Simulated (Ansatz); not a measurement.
# CdTe (F-43m) in Ansatz: further runs

Runs on CdTe. Level: LDA. Tasks: relaxation of cell and atoms.

Everything below comes from runs of Ansatz 0.2.0. Logs are shortened: lines on timing, memory, paths and dates and some standing lists are left out, and cuts for length are marked.

**1. Starting point**

The structure is cubic, space group F-43m (No. 216). The conventional cell has a = 6.410 Å, b = 6.410 Å, c = 6.410 Å, α = 90.00°, β = 90.00°, γ = 90.00°. Around Te (site symmetry -43m) lie 4 Cd at 2.78 Å. Around Cd (site symmetry -43m) lie 4 Te at 2.78 Å.

**2. Relaxation of cell and atoms, LDA, target pressure 5 GPa, at which the enthalpy is minimised**

input.yaml

```yaml
crystal:
  lattice:
    - [0.0, 3.205, 3.205]
    - [3.205, 0.0, 3.205]
    - [3.205, 3.205, 0.0]
  atoms:
    - { symbol: Te, position: [0.75, 0.75, 0.75] }
    - { symbol: Cd, position: [0.0, 0.0, 0.0] }
kpoints:
  mp_grid: { grid: [7, 7, 7] }
scf:
  occupations: { method: fermi_dirac, width: 0.05 }
hamiltonian:
  xc: lda
  pseudopotentials: { kind: all_electron, lapw: { basis_error: 0.001 } }
output:
  forces: true
  stress: true
relax:
  f_tol: 0.02
  max_steps: 60
  cell: { p_target: 5.0 }
```

Potentials or basis: all-electron LAPW, scalar-relativistic.

Launch:

```sh
$ ansatz run input.yaml --threads 1 --pin off --max-ram 3072MiB --backend cpu --events-out ev --progress --plain --runs-dir out
```

The program printed:

```text
Warning: RAYON_NUM_THREADS=1 ignored (pool sized by the plan → 1); use --threads N
The last accepted step is kept in <dir> (removed where the run ends without a failure and the disk answers)
LAPW: plane waves up to 8.576 Å⁻¹, error target 1.0e-3 eV per atom; small_component_spin mean_spin; Cd in spheres of 1.353 Å, 20 of its electrons in bands, Dirac shells []; Te in spheres of 1.339 Å, 24 of its electrons in bands, Dirac shells [] (how accurate: hamiltonian.pseudopotentials.lapw.basis_error, Limitations)
Engine: ansatz 0.2.0, aarch64-unknown-linux-gnu
Pseudopotentials: kind: all_electron
Pseudopotential: Te, LAPW, valence charge 24, lapw/all_electron/scalar/gaussian/Te, Koelling and Harmon's equation, gaussian nucleus
Pseudopotential: Cd, LAPW, valence charge 20, lapw/all_electron/scalar/gaussian/Cd, Koelling and Harmon's equation, gaussian nucleus
Functional definition: SPW92
  exchange = slater_x
  correlation = pw_c
Crystal: 2 atoms, lattice volume = 65.844 Å³
Basis set: ecut = 280.2195743525322 eV, 725 PW (Γ), exchange–correlation at level 2
Bands: 27, of which v1, the nominal top of the filled ones, is band 22 counted from 1 (21 counted from 0)
Symmetry: 24 space group operations
Space group: F-43m (ITA 216), of the structure as read, at distance tolerance 4.0e-5 Å
k-points: 20 of 343 (time reversal used)
Non-local potential: Te, projectors of the file, none
Non-local potential: Cd, projectors of the file, none
Initial density: superposition of atomic densities (chi_scale 0.1, normalization cell, long waves kept (reshape's long-wave potential 0.00 eV rms))
Initial wavefunctions: plane waves of lowest kinetic energy (no species holds an atomic orbital)
Functional: x = slater, c = lda
iter 1 solved again at ethr=1.17e-3 eV; its pass at ethr=1.00e-1 eV (dr2=5.14e-1 eV) is discarded
SCF iter   1: F=—  HF=-336831.763126 eV  |F-HF|=—  |Δ(HF+E_count)|=         —  Δρ=2.02e-2  dr2=5.16e-1  ethr=1.17e-3  ⟨swp⟩=2.0  Hψ=3494  notcnv=0
preconditioner: auto → none  [insulator: Δε(μ)=0.935 eV  Ē_g=11.676 eV  σ=0.050 eV  W_gap=1.00  n_scr=14 (ndim 8)  ℏωp=19.4 eV  f_vac=0.203  D(μ)=0.00/eV (n_scr^D=0)  ε∞_Penn≈3.8]
iter 2 solved again at ethr=5.09e-5 eV; its pass at ethr=1.17e-3 eV (dr2=2.24e-2 eV) is discarded
SCF iter   2: F=—  HF=-336831.554984 eV  |F-HF|=—  |Δ(HF+E_count)|=   2.08e-1  Δρ=6.40e-3  dr2=2.24e-2  ethr=5.09e-5  ⟨swp⟩=2.0  Hψ=2736  notcnv=0
SCF iter   3: F=—  HF=-336831.524192 eV  |F-HF|=—  |Δ(HF+E_count)|=   3.08e-2  Δρ=3.73e-3  dr2=8.20e-3  ethr=5.09e-5  ⟨swp⟩=2.8  Hψ=1615  notcnv=0
SCF iter   4: F=—  HF=-336831.521583 eV  |F-HF|=—  |Δ(HF+E_count)|=   2.61e-3  Δρ=1.13e-3  dr2=8.20e-4  ethr=1.86e-5  ⟨swp⟩=2.0  Hψ=1481  notcnv=0
SCF iter   5: F=—  HF=-336831.521360 eV  |F-HF|=—  |Δ(HF+E_count)|=   2.23e-4  Δρ=1.67e-4  dr2=1.18e-5  ethr=1.86e-6  ⟨swp⟩=2.0  Hψ=1481  notcnv=0
SCF iter   6: F=—  HF=-336831.521357 eV  |F-HF|=—  |Δ(HF+E_count)|=   2.98e-6  Δρ=2.63e-5  dr2=2.50e-7  ethr=2.68e-8  ⟨swp⟩=2.0  Hψ=1481  notcnv=0
SCF iter   7: F=-336831.521357 eV  HF=-336831.521357 eV  |F-HF|=1.11e-9  |Δ(HF+E_count)|=   7.17e-8  Δρ=2.19e-6  dr2=2.12e-9  ethr=5.69e-10  ⟨swp⟩=2.9  Hψ=1518  notcnv=0
SCF 1 converged in 7 iterations: F = -336831.521357 eV  dr2 = 2.12e-9
relax step   1: F+E_penalty+E_count = -336831.52135675 eV  Δ(F+E_penalty+E_count) = +0.000e0 eV  max|allowed force component| = 6.939e-17 eV/Å  Δτ_max = 0.0000 Å  P = -0.006 GPa  Ω = 65.844 Å³  (7 SCF iters, accepted)
Crystal: 2 atoms, lattice volume = 56.889 Å³
Basis set: ecut = 308.90437320560534 eV, 725 PW (Γ), exchange–correlation at level 2
Initial density: handed on by an earlier stage of this run
Initial wavefunctions: those handed on with the density
iter 1 solved again at ethr=4.83e-6 eV; its pass at ethr=1.00e-1 eV (dr2=2.12e-3 eV) is discarded
SCF iter   1: F=—  HF=-336831.289596 eV  |F-HF|=—  |Δ(HF+E_count)|=         —  Δρ=1.31e-3  dr2=2.16e-3  ethr=4.83e-6  ⟨swp⟩=4.2  Hψ=3034  notcnv=0
preconditioner: auto → none  [insulator: Δε(μ)=1.051 eV  Ē_g=12.877 eV  σ=0.050 eV  W_gap=1.00  n_scr=14 (ndim 8)  ℏωp=20.9 eV  f_vac=0.168  D(μ)=0.00/eV (n_scr^D=0)  ε∞_Penn≈3.6]
SCF iter   2: F=—  HF=-336831.289069 eV  |F-HF|=—  |Δ(HF+E_count)|=   5.26e-4  Δρ=5.80e-4  dr2=3.64e-4  ethr=4.83e-6  ⟨swp⟩=2.0  Hψ=1480  notcnv=0
iter 3 solved again at ethr=1.06e-8 eV; its pass at ethr=8.28e-7 eV (dr2=4.65e-6 eV) is discarded
SCF iter   3: F=—  HF=-336831.289029 eV  |F-HF|=—  |Δ(HF+E_count)|=   4.01e-5  Δρ=1.02e-4  dr2=4.68e-6  ethr=1.06e-8  ⟨swp⟩=2.1  Hψ=2582  notcnv=0
SCF iter   4: F=—  HF=-336831.289027 eV  |F-HF|=—  |Δ(HF+E_count)|=   2.38e-6  Δρ=2.66e-5  dr2=4.52e-7  ethr=1.06e-8  ⟨swp⟩=2.0  Hψ=1481  notcnv=0
SCF iter   5: F=—  HF=-336831.289026 eV  |F-HF|=—  |Δ(HF+E_count)|=   5.18e-7  Δρ=9.85e-6  dr2=7.28e-8  ethr=1.03e-9  ⟨swp⟩=3.0  Hψ=1579  notcnv=0
SCF iter   6: F=-336831.289026 eV  HF=-336831.289026 eV  |F-HF|=3.49e-10  |Δ(HF+E_count)|=   3.13e-8  Δρ=2.11e-6  dr2=2.08e-9  ethr=1.65e-10  ⟨swp⟩=2.0  Hψ=1481  notcnv=0
SCF 2 converged in 6 iterations: F = -336831.289026 eV  dr2 = 2.08e-9
relax step   2: F+E_penalty+E_count = -336831.28902612 eV  Δ(F+E_penalty+E_count) = +2.323e-1 eV  max|allowed force component| = 5.320e-17 eV/Å  Δτ_max = 0.0000 Å  P = +9.579 GPa  Ω = 56.889 Å³  (6 SCF iters, accepted)
Crystal: 2 atoms, lattice volume = 60.841 Å³
Basis set: ecut = 295.37607943799554 eV, 725 PW (Γ), exchange–correlation at level 2
iter 1 solved again at ethr=7.99e-7 eV; its pass at ethr=1.00e-1 eV (dr2=3.52e-4 eV) is discarded
SCF iter   1: F=—  HF=-336831.457814 eV  |F-HF|=—  |Δ(HF+E_count)|=         —  Δρ=5.35e-4  dr2=3.68e-4  ethr=7.99e-7  ⟨swp⟩=4.2  Hψ=3097  notcnv=0
preconditioner: auto → none  [insulator: Δε(μ)=0.856 eV  Ē_g=12.504 eV  σ=0.050 eV  W_gap=1.00  n_scr=14 (ndim 8)  ℏωp=20.2 eV  f_vac=0.203  D(μ)=0.00/eV (n_scr^D=0)  ε∞_Penn≈3.6]
SCF iter   2: F=—  HF=-336831.457752 eV  |F-HF|=—  |Δ(HF+E_count)|=   6.18e-5  Δρ=2.55e-4  dr2=7.74e-5  ethr=7.99e-7  ⟨swp⟩=2.0  Hψ=1481  notcnv=0
iter 3 solved again at ethr=3.84e-9 eV; its pass at ethr=1.76e-7 eV (dr2=1.69e-6 eV) is discarded
SCF iter   3: F=—  HF=-336831.457757 eV  |F-HF|=—  |Δ(HF+E_count)|=   4.23e-6  Δρ=5.61e-5  dr2=1.71e-6  ethr=3.84e-9  ⟨swp⟩=2.0  Hψ=2582  notcnv=0
SCF iter   4: F=—  HF=-336831.457752 eV  |F-HF|=—  |Δ(HF+E_count)|=   4.94e-6  Δρ=2.06e-5  dr2=2.46e-7  ethr=3.84e-9  ⟨swp⟩=3.0  Hψ=1629  notcnv=0
SCF iter   5: F=-336831.457752 eV  HF=-336831.457752 eV  |F-HF|=4.07e-9  |Δ(HF+E_count)|=   5.85e-8  Δρ=5.51e-6  dr2=1.87e-8  ethr=5.60e-10  ⟨swp⟩=2.0  Hψ=1482  notcnv=0
SCF 3 converged in 5 iterations: F = -336831.457752 eV  dr2 = 1.87e-8
relax step   3: F+E_penalty+E_count = -336831.45775155 eV  Δ(F+E_penalty+E_count) = -1.687e-1 eV  max|allowed force component| = 4.510e-17 eV/Å  Δτ_max = 0.0000 Å  P = +4.405 GPa  Ω = 60.841 Å³  (5 SCF iters, accepted)
Crystal: 2 atoms, lattice volume = 60.340 Å³
Basis set: ecut = 297.01140216074646 eV, 725 PW (Γ), exchange–correlation at level 2
iter 1 solved again at ethr=3.34e-8 eV; its pass at ethr=1.00e-1 eV (dr2=1.47e-5 eV) is discarded
SCF iter   1: F=—  HF=-336831.443088 eV  |F-HF|=—  |Δ(HF+E_count)|=         —  Δρ=6.78e-5  dr2=6.44e-6  ethr=3.34e-8  ⟨swp⟩=4.5  Hψ=2971  notcnv=0
preconditioner: auto → none  [insulator: Δε(μ)=0.877 eV  Ē_g=12.548 eV  σ=0.050 eV  W_gap=1.00  n_scr=14 (ndim 8)  ℏωp=20.3 eV  f_vac=0.196  D(μ)=0.00/eV (n_scr^D=0)  ε∞_Penn≈3.6]
SCF iter   2: F=—  HF=-336831.443087 eV  |F-HF|=—  |Δ(HF+E_count)|=   1.57e-6  Δρ=2.97e-5  dr2=1.11e-6  ethr=1.46e-8  ⟨swp⟩=2.0  Hψ=1481  notcnv=0
iter 3 solved again at ethr=3.67e-11 eV; its pass at ethr=2.52e-9 eV (dr2=1.62e-8 eV) is discarded
SCF iter   3: F=-336831.443086 eV  HF=-336831.443086 eV  |F-HF|=5.71e-8  |Δ(HF+E_count)|=   1.00e-7  Δρ=5.86e-6  dr2=1.63e-8  ethr=3.67e-11  ⟨swp⟩=2.1  Hψ=2584  notcnv=0
SCF 4 converged in 3 iterations: F = -336831.443086 eV  dr2 = 1.63e-8
relax step   4: F+E_penalty+E_count = -336831.44308642 eV  Δ(F+E_penalty+E_count) = +1.467e-2 eV  max|allowed force component| = 3.932e-17 eV/Å  Δτ_max = 0.0000 Å  P = +4.964 GPa  Ω = 60.340 Å³  (3 SCF iters, accepted)
iter 1 solved again at ethr=3.70e-11 eV; its pass at ethr=1.00e-1 eV (dr2=1.63e-8 eV) is discarded
SCF iter   1: F=—  HF=-336831.443087 eV  |F-HF|=—  |Δ(HF+E_count)|=         —  Δρ=5.86e-6  dr2=1.63e-8  ethr=3.70e-11  ⟨swp⟩=4.3  Hψ=2687  notcnv=0
preconditioner: auto → none  [insulator: Δε(μ)=0.877 eV  Ē_g=12.547 eV  σ=0.050 eV  W_gap=1.00  n_scr=14 (ndim 8)  ℏωp=20.3 eV  f_vac=0.196  D(μ)=0.00/eV (n_scr^D=0)  ε∞_Penn≈3.6]
SCF iter   2: F=-336831.443087 eV  HF=-336831.443087 eV  |F-HF|=4.89e-9  |Δ(HF+E_count)|=   1.79e-8  Δρ=2.73e-6  dr2=6.11e-9  ethr=3.70e-11  ⟨swp⟩=3.0  Hψ=1603  notcnv=0
SCF 5 converged in 2 iterations: F = -336831.443087 eV  dr2 = 6.11e-9
relax step   5: F+E_penalty+E_count = -336831.44308690 eV  Δ(F+E_penalty+E_count) = -4.799e-7 eV  max|allowed force component| = 4.163e-17 eV/Å  Δτ_max = 0.0000 Å  P = +4.965 GPa  Ω = 60.340 Å³  stress off target by 3.54e-2 GPa  SCF on the basis re-selected at this cell (its energy is not comparable with the rows above)  (2 SCF iters)
basis re-selected at this cell: Δ(F+E_penalty+E_count) = -4.799e-7 eV, ΔP = +0.000 GPa vs the last step (what re-selecting the basis moved, after the strain that the cell walked since its last selection, with what the two solves' SCF thresholds leave and, on support functions, any second-order correction that the steps lacked; it is no measure of the basis error at this ecutwfc). This SCF's stress stands 3.54e-2 GPa from its target on what of the cell is left free (relax.cell.stress_tol is 5.00e-2 GPa) and its largest allowed force component is 4.16e-17 eV/Å (relax.f_tol is 2.00e-2 eV/Å): within both
SCF converged after 2 iterations
Free energy (F): -336831.443087 eV
Harris-Foulkes:  -336831.443087 eV  (|F-HF|=4.89e-9)
Internal energy: -336831.443085 eV  (E = F + TS)
E sigma→0 (E₀):  -336831.443086 eV
Entropy (-TS):   -0.000002 eV (-0.001 meV/atom)
Fermi energy:    10.984141 eV
--- Per-component energies (eV) ---
  E_band       = -1576.424035
  E_kinetic    = 354339.412549
  E_xc         = -8709.654919
  E_electrostatic = -682461.200715  (all electrons and nuclei)
  E_smearing   = -0.000002  (= −TS)
  E_closure    = 0.000000  (closes the sum)
  E_atoms      = -336825.476685  (free atoms, spherical and without spin; not in F)
  Σ components = -336831.443087   (vs F -336831.443087, Δ=0.00e0)
  Basis errors (estimates in eV, not in F): energy 4.8e-4 per atom: plane waves 4.5e-4 (2.6e-4 summed), levels above the bands 2.8e-59, relativity 6.9e-9, radial functions 3.1e-5, core shells 2.3e-6; eigenvalues (radial functions only) 3.5e-7; not estimated: angular momenta, meshes, grids; target (lapw.basis_error) 1.0e-3; muffin-tin radii Cd 1.314 Å, Te 1.301 Å
--- Forces (eV/Å), atoms counted from 1 ---
  atom   1  Te    -0.00000000     0.00000000     0.00000000
  atom   2  Cd    -0.00000000    -0.00000000    -0.00000000
  max |Σ_I F_I| component: 2.31e-17 eV/Å
--- Stress (GPa, compression-positive) ---
        4.964554       0.000000       0.000000
        0.000000       4.964554       0.000000
        0.000000       0.000000       4.964554
  P = ⅓ Tr σ = 4.9646 GPa (49.646 kbar)
--- Relaxed structure (4 steps of the walk, 4 accepted, 1 SCFs on fresh bases) ---
  F+E_penalty+E_count = -336831.44308690 eV   max|allowed force component| = 4.163e-17 eV/Å   (the final SCF, on the basis selected at the relaxed cell)
  cell:  # Å, volume = 60.3396 Å³
    - [4.495899283766445e-34, 3.1130830537887357, 3.1130830537887357]
    - [3.1130830537887357, 3.231064517853715e-33, 3.1130830537887357]
    - [3.1130830537887357, 3.1130830537887357, 4.148231481845766e-33]
  atoms:
    - { symbol: Te, position: [0.7499999999999999, 0.7499999999999999, 0.7499999999999999] }
    - { symbol: Cd, position: [3.505332712093254e-35, -2.553885261667941e-34, 9.51447450425311e-35] }
```

Run time: 50 s. Hardware: 1 thread of Arm Neoverse V1, shared host; peak memory 0.3 GiB.

What came out:

| Item | Value |
| --- | --- |
| Free energy | -336831.4431 eV |
| Relaxed volume | 30.17 Å³/atom |
| Relaxed cell | a = 4.403 Å, b = 4.403 Å, c = 4.403 Å, α = 60.00°, β = 60.00°, γ = 60.00° |
| Space group after relaxing (to 0.05 Å) | F-43m (No. 216) |
| Energy change on relaxing (the enthalpy is what falls) | +39.1 meV/atom |
| Ionic steps | 5 |
| Pressure after relaxing | 5.0 GPa |
| Band gap on the k mesh | 0.88 eV |

The path:
```csv
step,energy change (eV),largest force (eV/Å),volume (Å³)
1,0.0000,0.0000,65.84
2,0.2323,0.0000,56.89
3,0.0636,0.0000,60.84
4,0.0783,0.0000,60.34
5,0.0783,0.0000,60.34
```

Final structure:
```yaml
crystal:
  lattice:
    - [0.00000, 3.11308, 3.11308]
    - [3.11308, 0.00000, 3.11308]
    - [3.11308, 3.11308, 0.00000]
  atoms:
    - { symbol: Te, position: [0.75000, 0.75000, 0.75000] }
    - { symbol: Cd, position: [0.00000, 0.00000, 0.00000] }
```

Caveat: spin-orbit coupling is left out, which moves the levels of the heavy elements; an odd mesh through Γ misses points on the zone boundary, where band edges often lie.

(Continued in part 2 of 2.)
